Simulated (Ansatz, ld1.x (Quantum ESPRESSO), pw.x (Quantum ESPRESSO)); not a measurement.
## Equation-of-state test of one TM potential (Cd (Z = 48))

ld1.x (Quantum ESPRESSO) 7.5 input, shortened:

```
&input
   title='Cd', zed=48., rel=1, dft='PBE', iswitch=3,
   config='[Kr] 4d10 5s1 5p0'
 /
 &inputp
   pseudotype=2, tm=.true., lloc=0,
   nlcc=.true., new_core_ps=.true.
 /
3
5P  2  1   0.00   0.00  2.80  2.80  0.0
4D  3  2  10.00   0.00  1.65  1.65  0.0
5S  1  0   1.00   0.00  2.00  2.00  0.0
 &test
   configts(1)='4d10 5s1 5p0'
 /
```

Atomic tests: cutoffs needed: 70 Ry and 110 Ry (the cutoffs (Ry, on a coarse ladder) from which the occupation-weighted sum of valence levels, in a spherical-Bessel basis at the reference potential, stays within 10 and 1 mRy of its value at 400 Ry); ghost test: no extra level below or beside the all-electron valence levels (p, d, s, f tested) (spherical-Bessel basis up to 400 Ry, 20 bohr box); configuration tests: 1 of 7 tests not solved or not reliable.

Crystal test: bcc Cd in pw.x 7.5, no spin, 13³ k-points, Fermi–Dirac smearing 0.01 Ry, cutoffs 135/540 Ry. The reference is all-electron LAPW (Ansatz 0.2.0) with the same functional, mesh and smearing; V0 and B0 come from Birch–Murnaghan fits to the pressures at five volumes. Errors are pseudo minus all-electron; Δ is the rms difference of the E(V) curves that follow from these fits, minima aligned, over ±6 % about the mean V0. Mesh and smearing are coarse, so the numbers serve the comparison and aren't converged zero-temperature values; the lattice is a test structure that the element need not adopt.

All-electron: a0 = 3.603 Å (V0 = 23.38 Å³/atom), B0 = 37.4 GPa.

Problem. How far does the potential miss the all-electron equation of state?

Solution. mean pressure error (GPa): +0.93; a0 (Å): 3.632; a0 error (%): +0.81; B0 error (%): -3.4; Δ (meV/atom): 4.6. This is a poor potential for the solid. Atomic configuration tests: 1 of 7 tests not solved or not reliable.

```csv
V (Å³/atom),P all-electron (GPa),P pseudo (GPa)
22.321,2.01,3.18
22.909,0.82,1.86
23.496,-0.18,0.74
24.083,-1.00,-0.19
24.671,-1.68,-0.97
```

Problem. At the middle volume, how do free energy and pressure move when the wave cutoff is lowered (ecutrho kept at four times it)?

Solution.

```csv
cutoff (Ry),shift of F (meV/atom),shift of P (GPa)
61,+457.9,-26.62
81,+14.6,+0.74
108,+4.2,-0.20
```

Input at the middle volume:

```
&control
  calculation='scf', prefix='x', pseudo_dir='./', outdir='./tmp', tstress=.true., disk_io='none'
/
&system
  ibrav=0, nat=1, ntyp=1, ecutwfc=135, ecutrho=540, nbnd=14,
  occupations='smearing', smearing='fd', degauss=0.01
/
&electrons
  conv_thr=1e-09, mixing_beta=0.4, electron_maxstep=70
/
ATOMIC_SPECIES
Cd 1.0 Cd.UPF
CELL_PARAMETERS angstrom
  -1.80431066 1.80431066 1.80431066
  1.80431066 -1.80431066 1.80431066
  1.80431066 1.80431066 -1.80431066
ATOMIC_POSITIONS crystal
Cd 0.0000 0.0000 0.0000
K_POINTS automatic
13 13 13 0 0 0
```

```bash
pw.x < Cd.scf.in > Cd.scf.out
```

Lines of the output:

```
Message from routine setup:
     using ibrav=0 with symmetry is DISCOURAGED, use correct ibrav instead
     lattice parameter (alat)  =       5.9057  a.u.
     unit-cell volume          =     158.5589 (a.u.)^3
     number of electrons       =        12.00
     number of Kohn-Sham states=           14
     kinetic-energy cutoff     =     135.0000  Ry
     charge density cutoff     =     540.0000  Ry
     scf convergence threshold =      1.0E-09
     Exchange-correlation= PBE
     number of k points=    84  Fermi-Dirac smearing, width (Ry)=  0.0100
     iteration #  1     ecut=   135.00 Ry     beta= 0.40
     total energy              =    -120.58893294 Ry
     estimated scf accuracy    <       1.71123546 Ry
     iteration #  2     ecut=   135.00 Ry     beta= 0.40
     total energy              =    -120.94628520 Ry
     estimated scf accuracy    <       0.00649760 Ry
     iteration #  3     ecut=   135.00 Ry     beta= 0.40
     total energy              =    -120.94706991 Ry
     estimated scf accuracy    <       0.00129803 Ry
     iteration #  4     ecut=   135.00 Ry     beta= 0.40
     total energy              =    -120.94711187 Ry
     estimated scf accuracy    <       0.00002589 Ry
     iteration #  5     ecut=   135.00 Ry     beta= 0.40
     total energy              =    -120.94711647 Ry
     estimated scf accuracy    <       0.00000109 Ry
     iteration #  6     ecut=   135.00 Ry     beta= 0.40
     total energy              =    -120.94711582 Ry
     estimated scf accuracy    <       0.00000127 Ry
     iteration #  7     ecut=   135.00 Ry     beta= 0.40
     total energy              =    -120.94711620 Ry
     estimated scf accuracy    <       0.00000004 Ry
     iteration #  8     ecut=   135.00 Ry     beta= 0.40
     total energy              =    -120.94711618 Ry
     estimated scf accuracy    <       0.00000003 Ry
     iteration #  9     ecut=   135.00 Ry     beta= 0.40
     the Fermi energy is    10.4666 ev
!    total energy              =    -120.94711619 Ry
     estimated scf accuracy    <          1.1E-11 Ry
     smearing contrib. (-TS)   =      -0.00169245 Ry
     The total energy is F=E-TS. E is the sum of the following terms:
     one-electron contribution =     -20.08588745 Ry
     hartree contribution      =      21.80526122 Ry
     xc contribution           =     -45.81685755 Ry
     ewald contribution        =     -76.84793996 Ry
     convergence has been achieved in   9 iterations
          total   stress  (Ry/bohr**3)                   (kbar)     P=        7.42
     Message from routine punch:
     Nothing written, as per user request (disk_io='none')
```

The run at the middle volume (84 k-points, 9 iterations) took about 57 s on one core of a shared host (Neoverse-V2, 96 threads, 371 GiB, load 38).
